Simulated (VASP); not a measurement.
Output of a VASP run:

File OSZICAR:
```
       N       E                     dE             d eps       ncg     rms          rms(c)
DAV:   1     0.826871682255E+02    0.82687E+02   -0.53946E+03   480   0.898E+02
DAV:   2     0.691218162626E+00   -0.81996E+02   -0.76887E+02   712   0.152E+02
DAV:   3    -0.581758954967E+01   -0.65088E+01   -0.64857E+01   600   0.502E+01
DAV:   4    -0.590493369736E+01   -0.87344E-01   -0.87323E-01   596   0.719E+00
DAV:   5    -0.590588151291E+01   -0.94782E-03   -0.94775E-03   608   0.763E-01    0.141E+00
RMM:   6    -0.579583856278E+01    0.11004E+00   -0.13591E-01   480   0.148E+00    0.874E-01
RMM:   7    -0.577349599420E+01    0.22343E-01   -0.20032E-01   482   0.170E+00    0.539E-01
RMM:   8    -0.577603064275E+01   -0.25346E-02   -0.20085E-02   480   0.721E-01    0.142E-01
RMM:   9    -0.577486626902E+01    0.11644E-02   -0.56502E-03   480   0.354E-01    0.530E-02
RMM:  10    -0.577498420620E+01   -0.11794E-03   -0.12567E-03   481   0.163E-01    0.446E-02
RMM:  11    -0.577502013761E+01   -0.35931E-04   -0.24255E-04   458   0.847E-02    0.244E-02
RMM:  12    -0.577501004715E+01    0.10090E-04   -0.11077E-04   400   0.486E-02    0.223E-02
RMM:  13    -0.577500929663E+01    0.75052E-06   -0.13552E-05   335   0.229E-02
   1 F= -.57750093E+01 E0= -.57750093E+01  d E =-.577501E+01
```

### OUTCAR
```
------------------------ aborting loop because EDIFF is reached ----------------------------------------
  FORCE on cell =-STRESS in cart. coord.  units (eV):
  Direction    XX          YY          ZZ          XY          YZ          ZX
  --------------------------------------------------------------------------------------
  Total       -0.0042316     -0.0042316     -0.0042316     -0.0000000      0.0000000     -0.0000000
  in kB       -0.0735655     -0.0735655     -0.0735655     -0.0000000      0.0000000     -0.0000000
  external PRESSURE =      -0.0735655 kB  Pullay stress =       0.0000000 kB
  volume of cell :       92.16
      direct lattice vectors                 reciprocal lattice vectors
     4.516979130  0.000000000  0.000000000     0.221386898  0.000000000  0.000000000
     0.000000000  4.516979130  0.000000000     0.000000000  0.221386898  0.000000000
     0.000000000  0.000000000  4.516979130     0.000000000  0.000000000  0.221386898
 POSITION                                       TOTAL-FORCE (eV/Angst)
 -----------------------------------------------------------------------------------
      0.00000      0.00000      0.00000         0.000000      0.000000      0.000000
      2.25849      2.25849      2.25849         0.000000      0.000000      0.000000
 -----------------------------------------------------------------------------------
    total drift:                               -0.000000     -0.000000     -0.000000
  FREE ENERGIE OF THE ION-ELECTRON SYSTEM (eV)
  ---------------------------------------------------
  free  energy   TOTEN  =        -5.7750092966 eV

  energy  without entropy=       -5.7750092966  energy(sigma->0) =       -5.77500930

 reached required accuracy - stopping structural energy minimisation
```
(Selected blocks of OUTCAR.)

File POSCAR:
```
CsI
1
    4.5169791301     0.0000000000     0.0000000000
    0.0000000000     4.5169791301     0.0000000000
    0.0000000000     0.0000000000     4.5169791301
Cs I
1 1
Direct
  0.0000000000   0.0000000000   0.0000000000
  0.5000000000   0.5000000000   0.5000000000
```

Question: Write an INCAR and KPOINTS that could have produced this output.

Answer: One answer among several that fit: the input of the run itself, PBEsol GGA, plane waves, VASP's PBE PAW potentials (set 64).

INCAR:
```
SYSTEM = CsI
PREC = Normal
ENCUT = 400
EDIFF = 1E-5
NELM = 100
ALGO = Fast
LREAL = .FALSE.
LASPH = .TRUE.
ISMEAR = 0
SIGMA = 0.05
GGA = PS
LMAXMIX = 4
LWAVE = .FALSE.
LCHARG = .FALSE.
NELMIN = 4
IBRION = 2
ISIF = 2
NSW = 20
EDIFFG = -0.03
```

**KPOINTS**
```
Automatic mesh
0
Gamma
7 7 7
0 0 0
```

POTCAR, in this order: Cs_sv I (PBE.64 set). Program: vasp_std.

The compound is CsI in the CsCl type structure. It was relaxed first.
